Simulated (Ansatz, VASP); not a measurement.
This is a calculation of PbSe (Clausthalite) for Ansatz 0.2.0.

File input.yaml:

```yaml
crystal:
  lattice:
    - [0.0, 3.1206779849, 3.1206779849]
    - [3.1206779849, 0.0, 3.1206779849]
    - [3.1206779849, 3.1206779849, 0.0]
  atoms:
    - { symbol: Pb, position: [0.0, 0.0, 0.0] }
    - { symbol: Se, position: [0.5, 0.5, 0.5] }
kpoints:
  mp_grid: { grid: [8, 8, 8] }
scf:
  occupations: { method: fermi_dirac, width: 0.05 }
hamiltonian:
  xc: lda
  pseudopotentials: { kind: all_electron, lapw: { basis_error: 0.001 } }
output:
  forces: true
  stress: true
  eigenvalues: true
```

Potentials or basis: all-electron LAPW, scalar-relativistic.

Run with:

```console
$ ansatz run input.yaml --threads 1 --pin off --max-ram 3072MiB --backend cpu --events-out ev --progress --plain --runs-dir out
```

Task: Set up the same calculation for VASP 6.6.1. Potentials there: VASP PAW LDA potentials, release 64 (Pb_d, Se).

Result: As run (the cutoff follows the program's own potentials):

File INCAR:

```
PREC     = Accurate       # precision mode
ENCUT    = 520            # plane-wave cutoff, eV
EDIFF    = 1E-7           # SCF threshold, eV
ISMEAR   = -1             # smearing method
SIGMA    = 0.05           # smearing width, eV
LREAL    = False          # projectors in reciprocal space
LASPH    = True           # aspherical terms in the spheres
NELM     = 60             # most SCF steps
ALGO     = Normal         # electronic algorithm
ISIF     = 2              # what is computed and relaxed
LWAVE    = False          # write WAVECAR
LCHARG   = False          # write CHGCAR
GGA      = CA             # functional
NBANDS   = 17             # bands
```

Contents of KPOINTS:

```
regular mesh
0
Gamma
  8 8 8
```

Contents of POSCAR:

```
PbSe
1.0
    0.0000000000      3.1206779849      3.1206779849
    3.1206779849      0.0000000000      3.1206779849
    3.1206779849      3.1206779849      0.0000000000
Pb Se
1 1
Direct
    0.0000000000      0.0000000000      0.0000000000
    0.5000000000      0.5000000000      0.5000000000
```

Potentials or basis: VASP PAW LDA potentials, release 64 (Pb_d, Se).

Run with:

```sh
$ cat potpaw_LDA.64/Pb_d/POTCAR potpaw_LDA.64/Se/POTCAR > POTCAR
$ mpirun -np 1 vasp_std > vasp.out
```

Both were run:

|  | VASP | Ansatz | Ansatz less VASP |
| --- | --- | --- | --- |
| gap on the k mesh at the Fermi level (eV) | 0.34 | 0.35 | +0.015 |
| least direct gap on the mesh (eV) | 0.34 | 0.35 | +0.015 |
| pressure (GPa) | -4.5 | -4.6 | -0.07 |

Ansatz ran all-electron here, so the differences hold the error of VASP's frozen core and of both bases.

Caveats: spin-orbit coupling is left out, which as a rule narrows the gap of such compounds by several tenths of an eV.
